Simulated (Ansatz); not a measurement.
Here is an Ansatz 0.2.0 calculation.

The input input.yaml:

```yaml
crystal:
  lattice:
    - [2.98611099, 0.0, 0.0]
    - [0.0, 2.98611099, 0.0]
    - [0.0, 0.0, 2.98611099]
  atoms:
    - { symbol: Co, position: [0.5, 0.5, 0.5], spin: 2.0 }
    - { symbol: Ti, position: [0.0, 0.0, 0.0], spin: 1.0 }
hamiltonian:
  xc: blyp
  pseudopotentials: { kind: paw }
magnetization:
  spin_polarized: true
kpoints:
  mp_grid: { grid: [9, 9, 9] }
  band_path:
    path:
      - [[0.0, 0.0, 0.0], [0.0, 0.5, 0.0], [0.5, 0.5, 0.0], [0.0, 0.0, 0.0], [0.5, 0.5, 0.5], [0.0, 0.5, 0.0]]
      - [[0.5, 0.5, 0.0], [0.5, 0.5, 0.5]]
    npoints: 14
scf:
  occupations: { method: fermi_dirac, width: 0.05 }
  n_extra_bands: 6
output:
  forces: true
  stress: true
  eigenvalues: true
  fatbands: false
```

Potentials or basis: Ansatz PAW.

Run with:

```console
$ ansatz run input.yaml --threads 2 --pin off --max-ram 5632MiB --backend cpu --events-out ev --progress --plain --runs-dir out
```

Estimate the site moments.

Co +0.84; Ti -0.00 μB.

What does it give for the band gap on the k mesh?

None (metal or under the smearing width).

Levels at the corners of the path, in eV from the Fermi level:
Spin up:
```tsv
point	band 12	band 13	band 14	band 15	band 16	band 17	band 18	band 19
Γ	-1.88	-1.88	-1.88	0.47	0.47	2.54	2.54	2.54
X	-1.97	-1.97	-1.50	-0.74	-0.53	0.55	0.55	2.09
M	-2.75	-1.40	-0.75	0.76	0.76	1.06	2.36	2.36
Γ	-1.88	-1.88	-1.88	0.47	0.47	2.54	2.54	2.54
R	-2.12	-2.12	-2.12	-1.37	-1.37	3.04	3.04	6.68
X	-1.97	-1.97	-1.50	-0.74	-0.53	0.55	0.55	2.09
M	-2.75	-1.40	-0.75	0.76	0.76	1.06	2.36	2.36
R	-2.12	-2.12	-2.12	-1.37	-1.37	3.04	3.04	6.68
```
Spin down:
```csv
point,band 12,band 13,band 14,band 15,band 16,band 17
Γ,-1.41,-1.41,-1.41,0.97,0.97,2.65
X,-1.47,-1.47,-0.97,-0.81,0.52,0.58
M,-2.37,-0.08,0.21,0.75,0.75,1.20
Γ,-1.41,-1.41,-1.41,0.97,0.97,2.65
R,-2.10,-2.10,-2.10,-0.05,-0.05,3.01
X,-1.47,-1.47,-0.97,-0.81,0.52,0.58
M,-2.37,-0.08,0.21,0.75,0.75,1.20
R,-2.10,-2.10,-2.10,-0.05,-0.05,3.01
```
